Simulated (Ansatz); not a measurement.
Subject: the formation energy of Ti3SiC2 (P6₃/mmc) from the elements. Reaction: 2 C (graphite) + Si (diamond) + 3 Ti (hcp) → Ti3SiC2 (P6₃/mmc). Negative: the products are lower in energy. The value is per atom of the solid.

Ti3SiC2 (P6₃/mmc), 12 atoms in the cell; spin state with PBE: run without spin, k-point mesh 12×12×2 on the run's own vectors.
Space group P6₃/mmc (No. 194); a = b = 3.037 Å, c = 17.534 Å, α = β = 90.00°, γ = 120.00°

```
atom  site  symmetry       x       y       z
----  ----  --------  ------  ------  ------
Ti      4f       3m.  0.6667  0.3333  0.1356
Ti      2a      -3m.  0.0000  0.0000  0.0000
Si      2b      -6m2  0.0000  0.0000  0.2500
C       4f       3m.  0.3333  0.6667  0.0724
```

C (graphite, P6₃/mmc), 4 atoms in the cell, k-point mesh 18×18×6 on the run's own vectors. Conventional cell: a = b = 2.465 Å, c = 6.741 Å, α = β = 90.00°, γ = 120.00°.

Si (diamond, Fd-3m), 2 atoms in the cell, k-point mesh 10×10×10 on the run's own vectors. Conventional cell: a = 5.4210 Å, b = 5.4210 Å, c = 5.4210 Å, α = 90.00°, β = 90.00°, γ = 90.00°.

Ti (hcp, P6₃/mmc), 2 atoms in the cell; spin state with PBE: run without spin, k-point mesh 24×24×14 on the run's own vectors. Conventional cell: a = 2.8867 Å, b = 2.8867 Å, c = 4.5767 Å, α = 90.00°, β = 90.00°, γ = 120.00°.

All numbers come from Ansatz (a program for electronic structure), plane waves with PAW, its PAW set soft_1, cutoff 420 eV, 500 eV for r2SCAN. The structures are at rest with PBE+D3(BJ); other levels are single points on them. Neutral cells; Fermi-Dirac smearing of at most 0.10 eV in the solids, energies taken to zero width. The lattices are those relaxed with PBE+D3(BJ), so at other levels the solids can be strained, which adds to the spread. A dispersion term (D3(BJ), or D4 for r2SCAN) was computed beside these levels and is taken off wherever the name lacks it. Space groups of crystals are read within 0.01 Å. No zero-point or thermal terms. The structures are the rest points that the relaxations reached, not proven lowest.

Task: Give the value at the level r2SCAN.

Result: -0.94 eV/atom, for 2 C (graphite) + Si (diamond) + 3 Ti (hcp) → Ti3SiC2 (P6₃/mmc).

Task: How does the value move with the functional?

Result: 
```json
[
 {"Functional": "PBE", "value (eV/atom)": "-0.84", "less r2SCAN": "0.10"},
 {"Functional": "r2SCAN+D4", "value (eV/atom)": "-0.96", "less r2SCAN": "-0.02"}
]
```

The levels shown span 0.12 eV/atom, from r2SCAN+D4 (-0.96) to PBE (-0.84).
